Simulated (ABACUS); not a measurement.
Here is an ABACUS 3.10.1 calculation.

File INPUT:

```
INPUT_PARAMETERS
suffix              MnO
calculation         scf
basis_type          pw
pseudo_dir          ./
symmetry            1
dft_functional      pbe
ecutwfc             97
pseudo_rcut         10
nspin               2
nbands              17
ks_solver           dav
smearing_method     fd
smearing_sigma      0.00367493
scf_thr             1e-08
scf_nmax            100
mixing_type         broyden
mixing_beta         0.4
cal_force           1
cal_stress          1
kpar                4
```

STRU

```
ATOMIC_SPECIES
Mn 54.9380 Mn.upf
O 15.9990 O.upf

LATTICE_CONSTANT
1.8897261246

LATTICE_VECTORS
0.0000000000 2.2239077028 2.2239077028
2.2239077028 0.0000000000 2.2239077028
2.2239077028 2.2239077028 0.0000000000

ATOMIC_POSITIONS
Direct

Mn
0.0
1
0.0000000000 0.0000000000 0.0000000000 1 1 1 mag 4

O
0.0
1
0.5000000000 0.5000000000 0.5000000000 1 1 1 mag 0
```

The input KPT:

```
K_POINTS
0
Gamma
10 10 10 0 0 0
```

Potentials or basis: PseudoDojo NC SR 0.4.1 PBE standard, plane waves.

Command:

```bash
$ OMP_NUM_THREADS=1 mpirun -np 4 abacus > log
```

Q: What does it give for the absolute moment?

A: 4.83 μB per cell.

Q: Predict the pressure.

A: 0.5 GPa.

Caveat: a cell with one magnetic atom can't hold antiferromagnetic order, which such compounds often take.
